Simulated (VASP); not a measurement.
# In2O3 (R-3c) in VASP: reference runs

How does In2O3 come out in PBE? The cell is run as given and disturbed.

All numbers are computed with VASP 6.6.1; they aren't measurements. Logs are shortened: lines on timing, memory, paths and dates and some standing lists are left out, and cuts for length are marked.

**What was measured.**

From “Fabrication and performance enhancement of an In2O3/BiVO4 heterojunction for N-butanol gas sensing applications”, 2024, pmc:11650617, for a powder of In2O3: band gap 3.08 eV (optical).

How close the calculation comes is told below.

## Step 1: The structure

It takes space group R-3c (No. 167, trigonal). The conventional cell has a = 5.487 Å, b = 5.487 Å, c = 14.510 Å, α = 90.00°, β = 90.00°, γ = 120.00°. In (site symmetry 3) has 6 O at 2.12 to 2.26 Å as nearest neighbours. O (site symmetry 2) has 4 In at 2.12 to 2.26 Å as nearest neighbours.

## Step 2: Single point, PBE

File INCAR:

```
SYSTEM = In2O3
PREC = Accurate
ENCUT = 520
EDIFF = 1E-7
ISMEAR = -1
SIGMA = 0.05
LREAL = .FALSE.
LASPH = .TRUE.
NELM = 60
ALGO = Normal
ISIF = 2
LWAVE = .FALSE.
LCHARG = .FALSE.
GGA = PE
NBANDS = 55
```

File KPOINTS:

```
Automatic mesh
0
G
  6 6 6
  0 0 0
```

File POSCAR:

```
In2O3
1.0
    2.7435000000      1.5839604635      4.8366666667
   -2.7435000000      1.5839604635      4.8366666667
    0.0000000000     -3.1679209270      4.8366666667
In O
4 6
Direct
    0.8573100000      0.8573100000      0.8573100000
    0.6426900000      0.6426900000      0.6426900000
    0.1426900000      0.1426900000      0.1426900000
    0.3573100000      0.3573100000      0.3573100000
    0.0480000000      0.7500000000      0.4520000000
    0.7500000000      0.4520000000      0.0480000000
    0.4520000000      0.0480000000      0.7500000000
    0.9520000000      0.2500000000      0.5480000000
    0.2500000000      0.5480000000      0.9520000000
    0.5480000000      0.9520000000      0.2500000000
```

Potentials or basis: VASP PAW PBE potentials, release 64 (In_d, O).

Run with:

```console
$ cat potpaw_PBE.64/In_d/POTCAR potpaw_PBE.64/O/POTCAR > POTCAR
$ mpirun -np 1 vasp_std > vasp.out
```

OUTCAR:

```text
SYSTEM = In2O3
   PREC = Accurate
   ENCUT = 520
   EDIFF = 1E-7
   ISMEAR = -1
   LREAL = .FALSE.
   LASPH = .TRUE.
   NELM = 60
   ISIF = 2
   GGA = PE

 ion  position               nearest neighbor table
   1  0.857  0.857  0.857-   8 2.12  10 2.12   9 2.12   6 2.26   5 2.26   7 2.26   2 3.11   3 3.24
                             3 3.24   3 3.24   2 3.61   2 3.61   2 3.61   4 3.99   4 3.99   4 3.99
   2  0.643  0.643  0.643-   9 2.12  10 2.12   8 2.12   6 2.26   5 2.26   7 2.26   1 3.11   4 3.24
                             4 3.24   4 3.24   1 3.61   1 3.61   1 3.61   3 3.99   3 3.99   3 3.99
   3  0.143  0.143  0.143-   5 2.12   7 2.12   6 2.12   8 2.26   9 2.26  10 2.26   4 3.11   1 3.24
                             1 3.24   1 3.24   4 3.61   4 3.61   4 3.61   2 3.99   2 3.99   2 3.99
   4  0.357  0.357  0.357-   6 2.12   7 2.12   5 2.12   8 2.26   9 2.26  10 2.26   3 3.11   2 3.24
                             2 3.24   2 3.24   3 3.61   3 3.61   3 3.61   1 3.99   1 3.99   1 3.99
   5  0.048  0.750  0.452-   3 2.12   4 2.12   1 2.26   2 2.26
   6  0.750  0.452  0.048-   4 2.12   3 2.12   1 2.26   2 2.26
   7  0.452  0.048  0.750-   3 2.12   4 2.12   1 2.26   2 2.26
   8  0.952  0.250  0.548-   1 2.12   2 2.12   3 2.26   4 2.26
   9  0.250  0.548  0.952-   2 2.12   1 2.12   3 2.26   4 2.26
  10  0.548  0.952  0.250-   1 2.12   2 2.12   3 2.26   4 2.26

  LATTYP: Found a trigonal (rhomboedric) cell.
 ALAT       =     5.7817875648
 COS(alpha) =     0.5496857780

  Lattice vectors:

 A1 = (   2.7435000000,   1.5839604635,   4.8366666667)
 A2 = (  -2.7435000000,   1.5839604635,   4.8366666667)
 A3 = (   0.0000000000,  -3.1679209270,   4.8366666667)

Analysis of symmetry for initial positions (statically):
=====================================================================
 Subroutine PRICEL returns:
 Original cell was already a primitive cell.

 Routine SETGRP: Setting up the symmetry group for a
 trigonal (rhombohedral) supercell.

 Subroutine GETGRP returns: Found 12 space group operations
 (whereof  6 operations were pure point group operations)
 out of a pool of 12 trial point group operations.

The static configuration has the point symmetry S_6 .
 The point group associated with its full space group is D_3d.

Analysis of symmetry for dynamics (positions and initial velocities):
=====================================================================
 Subroutine PRICEL returns:
 Original cell was already a primitive cell.

 Routine SETGRP: Setting up the symmetry group for a
 trigonal (rhombohedral) supercell.

 Subroutine GETGRP returns: Found 12 space group operations
 (whereof  6 operations were pure point group operations)
 out of a pool of 12 trial point group operations.

The dynamic configuration has the point symmetry S_6 .
 The point group associated with its full space group is D_3d.

[... 131 lines left out ...]
   IALGO  =     38    algorithm
   IMIX   =      4    mixing-type and parameters
     AMIX     =   0.40;   BMIX     =  1.00
     AMIX_MAG =   1.60;   BMIX_MAG =  1.00
  volume/ion in A,a.u.               =      12.61        85.10
  Fermi-wavevector in a.u.,A,eV,Ry     =   1.452068  2.744010 28.687886  2.108500
  Thomas-Fermi vector in A             =   2.569492
   LORBIT       =      0    0 simple, 1 ext, 2 COOP (PROOUT), +10 PAW based schemes
   GGA     = PE    functional components
   LHFCALC =     F    Hartree Fock is set to
   AEXX    =    0.0000 exact exchange contribution
   IVDW    =     0    specifies the selected vdW correction
   LEPSILON=     F    determine dielectric tensor
   LRPA    =     F    only Hartree local field effects (RPA)
 non-spin polarized calculation
  energy-cutoff  :      520.00
  volume of cell :      126.11
 maximum number of plane-waves:      3426
 NGX is ok and might be reduce to    48
   NGX = 21   NGY = 21   NGZ = 21

 number of electron      88.0000008 magnetization

 Free energy of the ion-electron system (eV)
  ---------------------------------------------------
  ext. energy  EPLUGINS =         0.00000000
  ---------------------------------------------------
  free energy    TOTEN  =       -55.28730976 eV

  energy without entropy =      -55.28730951  energy(sigma->0) =      -55.28730964

 E-fermi :   6.3769     XC(G=0): -11.2355

 val. band max:        5.6269621014   @ k =   0.3333  -0.0000   0.0000
 cond. band min:       6.9224236274   @ k =   0.0000   0.0000   0.0000
 fundamental gap:      1.2954615260
 Fermi energy:         6.3769431000

 k-point     1 :       0.0000    0.0000    0.0000
  band No.  band energies     occupation
      1     -12.0182      2.00000
      2     -11.1367      2.00000
      3     -11.1367      2.00000
      4     -10.9150      2.00000
      5     -10.9150      2.00000
      6     -10.8169      2.00000
[... 1381 lines left out ...]
     54      16.2728      0.00000
     55      16.9087      0.00000

 [... further k-points ...]

------------------------ aborting loop because EDIFF is reached ----------------------------------------

  FORCE on cell =-STRESS in cart. coord.  units (eV):
  Direction    XX          YY          ZZ          XY          YZ          ZX
  --------------------------------------------------------------------------------------
  -------------------------------------------------------------------------------------
  Total        7.4693088      7.4693088      6.2141460     -0.0000000     -0.0000000     -0.0000000
  in kB       94.8952087     94.8952087     78.9487617     -0.0000000     -0.0000000     -0.0000000
  external PRESSURE =      89.5797264 kB  Pullay stress =       0.0000000 kB

 VOLUME and BASIS-vectors are now :
 -----------------------------------------------------------------------------
  energy-cutoff  :      520.00
  volume of cell :      126.11
      direct lattice vectors                 reciprocal lattice vectors
     2.743500000  1.583960463  4.836666667     0.182248952  0.105221482  0.068917988
    -2.743500000  1.583960463  4.836666667    -0.182248952  0.105221482  0.068917988
     0.000000000 -3.167920927  4.836666667     0.000000000 -0.210442963  0.068917988

 POSITION                                       TOTAL-FORCE (eV/Angst)
 -----------------------------------------------------------------------------------
      0.00000      0.00000     12.43957        -0.000000      0.000000      0.006054
      0.00000      0.00000      9.32543        -0.000000      0.000000     -0.006054
      0.00000      0.00000      2.07043        -0.000000      0.000000     -0.006054
      0.00000      0.00000      5.18457        -0.000000      0.000000      0.006054
     -1.92594     -0.16790      6.04583        -0.069602     -0.120554     -0.000000
      0.81756      1.75186      6.04583        -0.069602      0.120554     -0.000000
      1.10837     -1.58396      6.04583         0.139203      0.000000      0.000000
      1.92594      0.16790      8.46417         0.069602      0.120554     -0.000000
     -0.81756     -1.75186      8.46417         0.069602     -0.120554     -0.000000
     -1.10837      1.58396      8.46417        -0.139203      0.000000      0.000000
 -----------------------------------------------------------------------------------
    total drift:                                0.000000     -0.000000      0.000000

  FREE ENERGIE OF THE ION-ELECTRON SYSTEM (eV)
  ---------------------------------------------------
  free  energy   TOTEN  =       -55.2873097626 eV

  energy  without entropy=      -55.2873095144  energy(sigma->0) =      -55.28730964
```

stdout:

```text
POSCAR found type information on POSCAR InO
 POSCAR found :  2 types and      10 ions
 scaLAPACK will be used
 LDA part: xc-table for (Slater+PW92), standard interpolation
 POSCAR, INCAR and KPOINTS ok, starting setup
 FFT: planning ... GRIDC
 FFT: planning ... GRID_SOFT
 FFT: planning ... GRID
 WAVECAR not read
 entering main loop
```

Wall time 2.5 min (1 thread of Intel Xeon 6975P-C (Granite Rapids), shared host); peak memory 0.39 GiB.

Results:

```
Free energy            : -55.2873 eV
Pressure               : 9.0 GPa
Largest force          : 0.139 eV/Å
Band gap on the k mesh : 1.30 eV, indirect (least direct gap 1.34 eV)
```

Forces on the atoms (eV/Å):
```
In   0.000  0.000  0.006
In   0.000  0.000 -0.006
In   0.000  0.000 -0.006
In   0.000  0.000  0.006
O   -0.070 -0.121  0.000
O   -0.070  0.121  0.000
O    0.139  0.000  0.000
O    0.070  0.121  0.000
O    0.070 -0.121  0.000
O   -0.139  0.000  0.000
```

Caveat: spin-orbit coupling is left out, which moves the levels of the heavy elements.

## Step 3: Single point, PBE (atoms moved at random, drawn with an rms of 0.05 Å)

File INCAR:

```
ALGO = Normal ; EDIFF = 1E-7
ENCUT = 520 ; GGA = PE
ISIF = 2 ; ISMEAR = -1
LASPH = True ; LCHARG = True
LELF = True ; LREAL = False
LVHAR = True ; LWAVE = False
NBANDS = 55 ; NELM = 80
PREC = Accurate ; SIGMA = 0.05
```

File KPOINTS:

```
k-points
0
Gamma
  6 6 6
```

File POSCAR:

```
In2O3
1.0
    2.7435000000      1.5839604635      4.8366666667
   -2.7435000000      1.5839604635      4.8366666667
    0.0000000000     -3.1679209270      4.8366666667
In O
4 6
Direct
    0.8610450000      0.8560970000      0.8595830000
    0.6381290000      0.6470250000      0.6420340000
    0.1399660000      0.1484020000      0.1435930000
    0.3435990000      0.3565520000      0.3635010000
    0.0501020000      0.7500580000      0.4515180000
    0.7561430000      0.4569010000      0.0444410000
    0.4332990000      0.0550400000      0.7583850000
    0.9518790000      0.2436100000      0.5579000000
    0.2609960000      0.5477080000      0.9489670000
    0.5530300000      0.9506860000      0.2555990000
```

Potentials or basis: VASP PAW PBE potentials, release 64 (In_d, O).

Run with:

```console
$ cat potpaw_PBE.64/In_d/POTCAR potpaw_PBE.64/O/POTCAR > POTCAR
$ mpirun -np 1 vasp_std > vasp.out
```

OUTCAR:

```text
EDIFF = 1E-7
   ENCUT = 520
   GGA = PE
   ISIF = 2
   ISMEAR = -1
   LASPH = True
   LREAL = False
   NELM = 80
   PREC = Accurate

 ion  position               nearest neighbor table
   1  0.861  0.856  0.860-   8 2.08  10 2.13   9 2.14   6 2.23   5 2.27   7 2.35   2 3.14   3 3.21
                             3 3.25   3 3.27   2 3.57   2 3.59   2 3.62   4 3.92   4 3.93   4 3.98
   2  0.638  0.647  0.642-   9 2.06  10 2.06   8 2.14   5 2.28   6 2.28   7 2.28   1 3.14   4 3.21
                             4 3.22   4 3.28   1 3.57   1 3.59   1 3.62   3 3.97   3 3.97   3 3.97
   3  0.140  0.148  0.144-   7 2.07   6 2.09   5 2.13   9 2.27   8 2.27  10 2.31   4 3.06   1 3.21
                             1 3.25   1 3.27   4 3.60   4 3.64   4 3.66   2 3.97   2 3.97   2 3.97
   4  0.344  0.357  0.364-   5 2.10   7 2.11   8 2.20   6 2.22   9 2.23  10 2.24   3 3.06   2 3.21
                             2 3.22   2 3.28   3 3.60   3 3.64   3 3.66   1 3.92   1 3.93   1 3.98
   5  0.050  0.750  0.452-   4 2.10   3 2.13   1 2.27   2 2.28
   6  0.756  0.457  0.044-   3 2.09   4 2.22   1 2.23   2 2.28
   7  0.433  0.055  0.758-   3 2.07   4 2.11   2 2.28   1 2.35
   8  0.952  0.244  0.558-   1 2.08   2 2.14   4 2.20   3 2.27
   9  0.261  0.548  0.949-   2 2.06   1 2.14   4 2.23   3 2.27
  10  0.553  0.951  0.256-   2 2.06   1 2.13   4 2.24   3 2.31

  LATTYP: Found a trigonal (rhomboedric) cell.
 ALAT       =     5.7817875648
 COS(alpha) =     0.5496857780

  Lattice vectors:

 A1 = (   2.7435000000,   1.5839604635,   4.8366666667)
 A2 = (  -2.7435000000,   1.5839604635,   4.8366666667)
 A3 = (   0.0000000000,  -3.1679209270,   4.8366666667)

Analysis of symmetry for initial positions (statically):
=====================================================================
 Subroutine PRICEL returns:
 Original cell was already a primitive cell.

 Routine SETGRP: Setting up the symmetry group for a
 trigonal (rhombohedral) supercell.

 Subroutine GETGRP returns: Found  1 space group operations
 (whereof  1 operations were pure point group operations)
 out of a pool of 12 trial point group operations.

The static configuration has the point symmetry C_1 .

[... 159 lines left out ...]
 non-spin polarized calculation
  energy-cutoff  :      520.00
  volume of cell :      126.11
 maximum number of plane-waves:      3426
 NGX is ok and might be reduce to    48
   NGX = 21   NGY = 21   NGZ = 21

 number of electron      88.0000001 magnetization

 Free energy of the ion-electron system (eV)
  ---------------------------------------------------
  ext. energy  EPLUGINS =         0.00000000
  ---------------------------------------------------
  free energy    TOTEN  =       -55.11753280 eV

  energy without entropy =      -55.11753254  energy(sigma->0) =      -55.11753267

 E-fermi :   6.3819     XC(G=0): -11.2326

 val. band max:        5.6347053241   @ k =  -0.0000   0.3333   0.0000
 cond. band min:       6.9259698573   @ k =   0.0000   0.0000   0.0000
 fundamental gap:      1.2912645333
 Fermi energy:         6.3819431111

 k-point     1 :       0.0000    0.0000    0.0000
  band No.  band energies     occupation
      1     -12.0484      2.00000
      2     -11.2744      2.00000
      3     -11.2115      2.00000
      4     -10.9078      2.00000
      5     -10.8522      2.00000
      6     -10.7836      2.00000
[... 1381 lines left out ...]
     54      16.1005      0.00000
     55      16.2739      0.00000

 [... further k-points ...]

------------------------ aborting loop because EDIFF is reached ----------------------------------------

  FORCE on cell =-STRESS in cart. coord.  units (eV):
  Direction    XX          YY          ZZ          XY          YZ          ZX
  --------------------------------------------------------------------------------------
  -------------------------------------------------------------------------------------
  Total        8.0632008      8.1353175      6.6473006     -0.4508441     -0.1165564     -0.0579388
  in kB      102.4404188    103.3566395     84.4518544     -5.7278324     -1.4808120     -0.7360945
  external PRESSURE =      96.7496376 kB  Pullay stress =       0.0000000 kB

 VOLUME and BASIS-vectors are now :
 -----------------------------------------------------------------------------
  energy-cutoff  :      520.00
  volume of cell :      126.11
      direct lattice vectors                 reciprocal lattice vectors
     2.743500000  1.583960463  4.836666667     0.182248952  0.105221482  0.068917988
    -2.743500000  1.583960463  4.836666667    -0.182248952  0.105221482  0.068917988
     0.000000000 -3.167920927  4.836666667     0.000000000 -0.210442963  0.068917988

 POSITION                                       TOTAL-FORCE (eV/Angst)
 -----------------------------------------------------------------------------------
      0.01357     -0.00321     12.46276        -0.101090     -0.302967     -0.386758
     -0.02441      0.00172      9.32117         0.522430     -0.043579      0.688398
     -0.02314      0.00187      2.08925         0.238407     -0.360192     -0.111454
     -0.03554     -0.04253      5.14453         0.520008      0.705154      0.810161
     -1.92033     -0.16295      6.05395        -0.401522     -0.165399      0.131800
      0.82097      1.78063      6.08204        -0.571202     -0.381636     -0.303224
      1.03775     -1.62899      6.02999         0.820231      0.415310      0.096313
      1.94314      0.12622      8.48056        -0.299599      0.422912     -0.139308
     -0.78659     -1.72530      8.50127        -0.321429     -0.751157     -0.390887
     -1.09097      1.57211      8.50922        -0.406233      0.461553     -0.395041
 -----------------------------------------------------------------------------------
    total drift:                               -0.000050      0.000595      0.000080

  FREE ENERGIE OF THE ION-ELECTRON SYSTEM (eV)
  ---------------------------------------------------
  free  energy   TOTEN  =       -55.1175327997 eV

  energy  without entropy=      -55.1175325448  energy(sigma->0) =      -55.11753267
```

Run time: 9.1 min. Hardware: 1 thread of Intel Xeon 6975P-C (Granite Rapids), shared host; peak memory 0.7 GiB.

Results:

```yaml
Free_energy: -55.1175 eV
Pressure: 9.7 GPa
Largest_force: 1.193 eV/Å
Band_gap_on_the_k_mesh: 1.29 eV, indirect (least direct gap 1.32 eV)
```

Forces on the atoms (eV/Å):
```
In  -0.101 -0.303 -0.387
In   0.522 -0.044  0.688
In   0.238 -0.360 -0.111
In   0.520  0.705  0.810
O   -0.402 -0.165  0.132
O   -0.571 -0.382 -0.303
O    0.820  0.415  0.096
O   -0.300  0.423 -0.139
O   -0.321 -0.751 -0.391
O   -0.406  0.462 -0.395
```

Levels at points of the mesh, in eV from the valence-band top:
```tsv
k point	band 40	band 41	band 42	band 43	band 44	band 45	band 46	band 47	band 48	band 49
(0.00, 0.00, 0.00)	-0.35	-0.29	-0.25	-0.06	-0.03	1.29	5.68	6.30	7.43	8.91
(0.50, 0.00, 0.00)	-0.85	-0.80	-0.75	-0.10	-0.06	4.91	5.00	5.97	6.03	8.39
(0.00, 0.50, 0.00)	-0.84	-0.75	-0.73	-0.11	-0.05	4.96	5.01	5.86	5.98	8.34
(0.00, 0.00, 0.50)	-0.85	-0.76	-0.71	-0.07	-0.05	4.97	5.01	5.80	5.95	8.32
(0.50, 0.50, 0.00)	-0.80	-0.56	-0.36	-0.09	-0.03	5.23	5.58	6.44	6.69	7.34
(0.50, 0.00, 0.50)	-0.82	-0.53	-0.35	-0.10	-0.05	5.18	5.53	6.52	6.73	7.32
(0.00, 0.50, 0.50)	-0.86	-0.55	-0.33	-0.09	-0.04	5.23	5.53	6.43	6.74	7.34
(0.50, 0.50, 0.50)	-1.01	-0.31	-0.28	-0.12	-0.11	4.38	4.50	7.13	7.24	8.34
```

Caveat: spin-orbit coupling is left out, which moves the levels of the heavy elements.

## Step 4: Comparison with measurements

Step 2. A measured gap of In2O3 is 3.08 eV (optical; powder; “Fabrication and performance enhancement of an In2O3/BiVO4 heterojunction for N-butanol gas sensing applications”, 2024, pmc:11650617); the calculated 1.30 eV misses it by -1.78 eV. So large a miss can be the level of theory's own, or it may mean another phase, state or a wrong row. Spin-orbit coupling on In is left out. The value is that of PBE on a finite k mesh, which can miss the band edges, without temperature or zero-point motion. Semilocal functionals fall short of measured gaps as a rule.
